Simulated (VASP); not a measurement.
AlP:

```
CELL_PARAMETERS angstrom
0.00000 2.75340 2.75340
2.75340 0.00000 2.75340
2.75340 2.75340 0.00000
ATOMIC_POSITIONS crystal
Al 0.00000 0.00000 0.00000
P 0.25000 0.25000 0.25000
```

| Quantity | Value |
| --- | --- |
| Program | VASP 6.6.1 |
| Task | relaxation of cell and atoms |
| Functional | LDA |
| Potentials or basis | VASP PAW LDA potentials, release 64 (Al, P) |
| Cutoff | 600 eV |
| k mesh | 8 × 8 × 8 |
| Occupations | gaussian, width 0.02 eV |
| Spin | no spin polarisation |

At the start: pressure -3.3 GPa; volume 20.87 Å³/atom.

**Question.** How do energy, volume and symmetry change on relaxing?

**Answer.** Over 3 steps the energy falls by 8.5 meV/atom and the volume is 20.07 Å³/atom (-3.8 %); space group F-43m (No. 216, to 0.05 Å).

The path:
```csv
step,energy change (eV),largest force (eV/Å),pressure (GPa),volume (Å³)
1,0.0000,0.0000,-3.27,41.75
2,-0.0109,0.0000,2.17,39.23
3,-0.0169,0.0000,-0.01,40.14
```

Final structure:
```cif
data_structure
_symmetry_space_group_name_H-M 'P 1'
_symmetry_Int_Tables_number 1
_cell_length_a 3.8433
_cell_length_b 3.8433
_cell_length_c 3.8433
_cell_angle_alpha 60.000
_cell_angle_beta 60.000
_cell_angle_gamma 60.000
_cell_volume 40.14
loop_
_atom_site_label
_atom_site_type_symbol
_atom_site_fract_x
_atom_site_fract_y
_atom_site_fract_z
_atom_site_occupancy
Al1 Al 0.00000 0.00000 0.00000 1
P1 P 0.25000 0.25000 0.25000 1
```
